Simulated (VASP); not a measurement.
# Ga2O3 (R-3c) in VASP: a series of runs

One crystal, Ga2O3, is run at these levels: PBE; tasks: relaxation of cell and atoms.

Program: VASP 6.6.1. These are calculated values, not measurements. Logs are shortened: lines on timing, memory, paths and dates and some standing lists are left out, and cuts for length are marked.

### Step 1. Starting point

The structure is trigonal, space group R-3c (No. 167). Conventional cell: a = 4.999 Å, b = 4.999 Å, c = 13.501 Å, α = 90.00°, β = 90.00°, γ = 120.00°. Around Ga (site symmetry 3) lie 6 O at 1.93 to 2.08 Å. O (site symmetry 2) is surrounded by 4 Ga at 1.93 to 2.08 Å.

### Step 2. Relaxation of cell and atoms, PBE

File INCAR:

```
PREC = Accurate ; ENCUT = 300
EDIFF = 1E-6 ; ISMEAR = 0
SIGMA = 0.03 ; LREAL = False
LASPH = True ; NELM = 80
ALGO = Normal ; ISIF = 3
LWAVE = False ; LCHARG = False
GGA = PE ; IBRION = 2
NSW = 90 ; EDIFFG = -0.01
KPAR = 2
```

File KPOINTS:

```
Automatic mesh
0
Gamma
  4 4 4
```

File POSCAR:

```
Ga2O3
1.0
    2.4997250000      1.4432169017      4.5003166667
   -2.4997250000      1.4432169017      4.5003166667
    0.0000000000     -2.8864338033      4.5003166667
Ga O
4 6
Direct
    0.3559600000      0.3559600000      0.3559600000
    0.1440400000      0.1440400000      0.1440400000
    0.6440400000      0.6440400000      0.6440400000
    0.8559600000      0.8559600000      0.8559600000
    0.5526000000      0.9474000000      0.2500000000
    0.2500000000      0.5526000000      0.9474000000
    0.9474000000      0.2500000000      0.5526000000
    0.4474000000      0.0526000000      0.7500000000
    0.7500000000      0.4474000000      0.0526000000
    0.0526000000      0.7500000000      0.4474000000
```

Potentials or basis: VASP PAW PBE potentials, release 64 (Ga_d, O_s).

On the command line:

```sh
cat potpaw_PBE.64/Ga_d/POTCAR potpaw_PBE.64/O_s/POTCAR > POTCAR
mpirun -np 2 vasp_std > vasp.out
```

OUTCAR:

```text
PREC = Accurate
   ENCUT = 300
   EDIFF = 1E-6
   ISMEAR = 0
   LREAL = False
   LASPH = True
   NELM = 80
   ISIF = 3
   GGA = PE
   IBRION = 2
   NSW = 90
   EDIFFG = -0.01

 ion  position               nearest neighbor table
   1  0.356  0.356  0.356-  10 1.93   8 1.93   9 1.93   5 2.08   6 2.08   7 2.08   2 2.86
   2  0.144  0.144  0.144-   9 1.93   8 1.93  10 1.93   5 2.08   7 2.08   6 2.08   1 2.86
   3  0.644  0.644  0.644-   7 1.93   5 1.93   6 1.93   8 2.08   9 2.08  10 2.08   4 2.86
   4  0.856  0.856  0.856-   6 1.93   5 1.93   7 1.93   8 2.08  10 2.08   9 2.08   3 2.86
   5  0.553  0.947  0.250-   3 1.93   4 1.93   1 2.08   2 2.08
   6  0.250  0.553  0.947-   4 1.93   3 1.93   1 2.08   2 2.08
   7  0.947  0.250  0.553-   3 1.93   4 1.93   2 2.08   1 2.08
   8  0.447  0.053  0.750-   1 1.93   2 1.93   3 2.08   4 2.08
   9  0.750  0.447  0.053-   2 1.93   1 1.93   3 2.08   4 2.08
  10  0.053  0.750  0.447-   1 1.93   2 1.93   4 2.08   3 2.08

  LATTYP: Found a trigonal (rhomboedric) cell.
 ALAT       =     5.3464334094
 COS(alpha) =     0.5627939742

  Lattice vectors:

 A1 = (   2.4997250000,   1.4432169017,   4.5003166667)
 A2 = (  -2.4997250000,   1.4432169017,   4.5003166667)
 A3 = (   0.0000000000,  -2.8864338033,   4.5003166667)

Analysis of symmetry for initial positions (statically):
=====================================================================
 Subroutine PRICEL returns:
 Original cell was already a primitive cell.

 Routine SETGRP: Setting up the symmetry group for a
 trigonal (rhombohedral) supercell.

 Subroutine GETGRP returns: Found 12 space group operations
 (whereof  6 operations were pure point group operations)
 out of a pool of 12 trial point group operations.

The static configuration has the point symmetry S_6 .
 The point group associated with its full space group is D_3d.

Analysis of symmetry for dynamics (positions and initial velocities):
=====================================================================
 Subroutine PRICEL returns:
 Original cell was already a primitive cell.

 Routine SETGRP: Setting up the symmetry group for a
 trigonal (rhombohedral) supercell.

 Subroutine GETGRP returns: Found 12 space group operations
 (whereof  6 operations were pure point group operations)
 out of a pool of 12 trial point group operations.

The dynamic configuration has the point symmetry S_6 .
 The point group associated with its full space group is D_3d.

 Subroutine INISYM returns: Found 12 space group operations
 (whereof  6 operations are pure point group operations),
 and found     1 'primitive' translations

----------------------------------------------------------------------------------------

                                     Primitive cell

  volume of cell :      97.4133

  direct lattice vectors                    reciprocal lattice vectors
     2.499725000  1.443216902  4.500316667     0.200022002  0.115482757  0.074068862
    -2.499725000  1.443216902  4.500316667    -0.200022002  0.115482757  0.074068862
     0.000000000 -2.886433803  4.500316667     0.000000000 -0.230965514  0.074068862

  length of vectors
     5.346433409  5.346433409  5.346433409     0.242551572  0.242551572  0.242551572

  position of ions in fractional coordinates (direct lattice)
     0.355960000  0.355960000  0.355960000
     0.144040000  0.144040000  0.144040000
     0.644040000  0.644040000  0.644040000
     0.855960000  0.855960000  0.855960000
     0.552600000  0.947400000  0.250000000
     0.250000000  0.552600000  0.947400000
     0.947400000  0.250000000  0.552600000
     0.447400000  0.052600000  0.750000000
     0.750000000  0.447400000  0.052600000
     0.052600000  0.750000000  0.447400000

  ion indices of the primitive-cell ions
   primitive index   ion index
                 1           1
                 2           2
                 3           3
                 4           4
                 5           5
                 6           6
                 7           7
                 8           8
                 9           9
                10          10

----------------------------------------------------------------------------------------

 KPOINTS: Automatic mesh

Automatic generation of k-mesh.
 Grid dimensions read from file:
 generate k-points for:    4    4    4

 Generating k-lattice:

  Cartesian coordinates                     Fractional coordinates (reciprocal lattice)
     0.050005501  0.028870689  0.018517215     0.250000000 -0.000000000 -0.000000000
    -0.050005501  0.028870689  0.018517215    -0.000000000  0.250000000 -0.000000000
     0.000000000 -0.057741378  0.018517215    -0.000000000 -0.000000000  0.250000000

  Length of vectors
     0.060637893  0.060637893  0.060637893

  Shift w.r.t. Gamma in fractional coordinates (k-lattice)
     0.000000000  0.000000000  0.000000000

 Subroutine IBZKPT returns following result:
 ===========================================

 Found     13 irreducible k-points:

 Following reciprocal coordinates:
            Coordinates               Weight
  0.000000  0.000000  0.000000      1.000000
  0.250000 -0.000000  0.000000      6.000000
  0.500000 -0.000000  0.000000      3.000000
  0.250000  0.250000  0.000000      6.000000
  0.500000  0.250000  0.000000     12.000000
 -0.250000  0.250000  0.000000      6.000000
  0.500000  0.500000  0.000000      3.000000
  0.250000  0.250000  0.250000      2.000000
  0.500000  0.250000  0.250000      6.000000
 -0.250000  0.250000  0.250000      6.000000
  0.500000  0.500000  0.250000      6.000000
 -0.250000  0.500000  0.250000      6.000000
  0.500000  0.500000  0.500000      1.000000
   k-points           NKPTS =     13   k-points in BZ     NKDIM =     13   number of bands    NBANDS=     52
   number of dos      NEDOS =    301   number of ions     NIONS =     10
   total plane-waves  NPLWV =  27000
   dimension x,y,z NGX =    30 NGY =   30 NGZ =   30
   dimension x,y,z NGXF=    60 NGYF=   60 NGZF=   60
   ions per type =               4   6
   NGX,Y,Z   is equivalent  to a cutoff of   9.33,  9.33,  9.33 a.u.
   NGXF,Y,Z  is equivalent  to a cutoff of  18.66, 18.66, 18.66 a.u.
 SYSTEM =  unknown system
   PREC   = accura    normal or accurate (medium, high low for compatibility)
   ISTART =      0    job   : 0-new  1-cont  2-samecut
   ICHARG =      2    charge: 1-file 2-atom 10-const
   ISPIN  =      1    spin polarized calculation?
   LNONCOLLINEAR =      F non collinear calculations
   LSORBIT =      F    spin-orbit coupling
   LASPH  =      T    aspherical Exc in radial PAW
   ENCUT  =  300.0 eV  22.05 Ry    4.70 a.u.   7.55  7.55  7.55*2*pi/ulx,y,z
   NELM   =     80;   NELMIN=  2; NELMDL= -5     # of ELM steps
   EDIFF  = 0.1E-05   stopping-criterion for ELM
   LREAL  =      F    real-space projection
   EDIFFG = -.1E-01   stopping-criterion for IOM
   NSW    =     90    number of steps for IOM
   IBRION =      2    ionic relax: 0-MD 1-quasi-New 2-CG
   NFREE  =      1    steps in history (QN), initial steepest desc. (CG)
   ISIF   =      3    stress and relaxation
   ISYM   =      2    0-nonsym 1-usesym 2-fastsym
   POTIM  = 0.5000    time-step for ionic-motion
   TEBEG  =    0.0;   TEEND  =   0.0 temperature during run
   PSTRESS=    0.0 pullay stress
   NELECT =      88.0000    total number of electrons
   NUPDOWN=      -1.0000    fix difference up-down
   EMIN   =  10.00;   EMAX   =-10.00  energy-range for DOS
   EFERMI =   0.00;   METHOD = LEGACY
   ISMEAR =     0;   SIGMA  =   0.03  broadening in eV -4-tet -1-fermi 0-gaus
   EFERMI_NEDOS =   21; number of points for ismear=-14 and -15
   IALGO  =     38    algorithm
   IMIX   =      4    mixing-type and parameters
     AMIX     =   0.40;   BMIX     =  1.00
     AMIX_MAG =   1.60;   BMIX_MAG =  1.00
  volume/ion in A,a.u.               =       9.74        65.74
  Fermi-wavevector in a.u.,A,eV,Ry     =   1.582570  2.990624 34.076181  2.504529
  Thomas-Fermi vector in A             =   2.682473
   LORBIT       =      0    0 simple, 1 ext, 2 COOP (PROOUT), +10 PAW based schemes
   GGA     = PE    functional components
   LHFCALC =     F    Hartree Fock is set to
   AEXX    =    0.0000 exact exchange contribution
   IVDW    =     0    specifies the selected vdW correction
   LEPSILON=     F    determine dielectric tensor
   LRPA    =     F    only Hartree local field effects (RPA)
 conjugate gradient relaxation of ions
 non-spin polarized calculation
 Gauss-broadening in eV      SIGMA  =   0.03
  energy-cutoff  :      300.00
  volume of cell :       97.41
 maximum number of plane-waves:      1158
   NGX = 15   NGY = 15   NGZ = 15

--------------------------------------- Ionic step        1  -------------------------------------------

 number of electron      87.9999883 magnetization

 Free energy of the ion-electron system (eV)
  ---------------------------------------------------
  ext. energy  EPLUGINS =         0.00000000
  ---------------------------------------------------
  free energy    TOTEN  =       -59.27322609 eV

  energy without entropy =      -59.27322609  energy(sigma->0) =      -59.27322609

------------------------ aborting loop because EDIFF is reached ----------------------------------------

  FORCE on cell =-STRESS in cart. coord.  units (eV):
  Direction    XX          YY          ZZ          XY          YZ          ZX
  --------------------------------------------------------------------------------------
  -------------------------------------------------------------------------------------
  Total        4.2148634      4.2148634      2.9773737      0.0000000      0.0000000     -0.0000000
  in kB       69.3227717     69.3227717     48.9695115      0.0000000      0.0000000     -0.0000000
  external PRESSURE =      62.5383516 kB  Pullay stress =       0.0000000 kB
[... 161 lines left out ...]
  energy  without entropy=      -59.3229813863  energy(sigma->0) =      -59.32298139

--------------------------------------- Ionic step        5  -------------------------------------------

 number of electron      87.9999999 magnetization

 Free energy of the ion-electron system (eV)
  ---------------------------------------------------
  ext. energy  EPLUGINS =         0.00000000
  ---------------------------------------------------
  free energy    TOTEN  =       -59.32316412 eV

  energy without entropy =      -59.32316412  energy(sigma->0) =      -59.32316412

 E-fermi :   4.6786     XC(G=0): -12.0076

 val. band max:        4.4804158253   @ k =   0.2500  -0.0000   0.0000
 cond. band min:       6.9889665515   @ k =   0.0000   0.0000   0.0000
 fundamental gap:      2.5085507261
 Fermi energy:         4.6785619226

 k-point     1 :       0.0000    0.0000    0.0000
  band No.  band energies     occupation
      1     -14.2123      2.00000
      2     -12.3194      2.00000
      3     -12.3194      2.00000
      4     -12.2997      2.00000
      5     -12.2820      2.00000
      6     -12.2820      2.00000
[... 741 lines left out ...]
  FREE ENERGIE OF THE ION-ELECTRON SYSTEM (eV)
  ---------------------------------------------------
  free  energy   TOTEN  =       -59.3231641199 eV

  energy  without entropy=      -59.3231641199  energy(sigma->0) =      -59.32316412

 reached required accuracy - stopping structural energy minimisation
```

It took 80 s on 2 MPI ranks of AMD EPYC 7R13 (Zen 3), shared host; peak memory 0.15 GiB.

The run converged, but some of its settings lie outside the range that counts as converged, so its numbers aren't taken as properties of the crystal.

Results:

* Free energy: -59.3232 eV
* Relaxed volume: 9.99 Å³/atom
* Relaxed cell: a = 5.383 Å, b = 5.383 Å, c = 5.383 Å, α = 55.92°, β = 55.92°, γ = 55.92°
* Space group after relaxing (to 0.05 Å): R-3c (No. 167)
* Energy gained by relaxing: 5.0 meV/atom
* Ionic steps: 5
* Largest force after relaxing: 0.005 eV/Å
* Band gap on the k mesh: 2.51 eV, indirect (least direct gap 2.71 eV)

Caveat: the cutoff is under 1.25 times the usual one of these potentials, so pressure, stress and relaxed cells hold a basis-set (Pulay) error.

### Step 3. Relaxation of cell and atoms, PBE

This run uses another cell than the first one, of 9.99 Å³/atom, 1.025 times its volume.

File INCAR:

```
PREC = Accurate ; ENCUT = 300
EDIFF = 1E-7 ; ISMEAR = 0
SIGMA = 0.03 ; LREAL = False
LASPH = True ; NELM = 80
ALGO = Normal ; ISIF = 3
LWAVE = False ; LCHARG = False
GGA = PE ; IBRION = 2
NSW = 90 ; EDIFFG = -0.005
KPAR = 2
```

KPOINTS is that of step 2.

File POSCAR:

```
Ga2O3                                   
1.0
    2.5239573454      1.4572074528      4.5260327999
   -2.5239573454      1.4572074528      4.5260327999
    0.0000000000     -2.9144149055      4.5260327999
  Ga              O             
     4     6
Direct
     0.3559041021580036    0.3559041021580036    0.3559041021580036
     0.1440958978419964    0.1440958978419964    0.1440958978419964
     0.6440958978419965    0.6440958978419965    0.6440958978419964
     0.8559041021580035    0.8559041021580035    0.8559041021580036
     0.5528400299981735    0.9471599700018265    0.2500000000000000
     0.2500000000000001    0.5528400299981736    0.9471599700018264
     0.9471599700018264    0.2500000000000000    0.5528400299981736
     0.4471599700018264    0.0528400299981736    0.7500000000000000
     0.7500000000000000    0.4471599700018264    0.0528400299981736
     0.0528400299981736    0.7500000000000000    0.4471599700018263
```

Potentials or basis: VASP PAW PBE potentials, release 64 (Ga_d, O_s).

On the command line:

```sh
cat potpaw_PBE.64/Ga_d/POTCAR potpaw_PBE.64/O_s/POTCAR > POTCAR
mpirun -np 2 vasp_std > vasp.out
```

Run time: 61 s. Hardware: 2 MPI ranks of AMD EPYC 7R13 (Zen 3), shared host; peak memory 0.15 GiB.

The run converged, but some of its settings lie outside the range that counts as converged, so its numbers aren't taken as properties of the crystal.

What came out:

```
Free energy                            : -59.3628 eV
Relaxed volume                         : 10.02 Å³/atom
Relaxed cell                           : a = 5.388 Å, b = 5.388 Å, c = 5.388 Å, α = 55.94°, β = 55.94°, γ = 55.94°
Space group after relaxing (to 0.05 Å) : R-3c (No. 167)
Energy gained by relaxing              : 0.1 meV/atom
Ionic steps                            : 3
Largest force after relaxing           : 0.003 eV/Å
Band gap on the k mesh                 : 2.47 eV, indirect (least direct gap 2.67 eV)
```

Caveat: the cutoff is under 1.25 times the usual one of these potentials, so pressure, stress and relaxed cells hold a basis-set (Pulay) error.
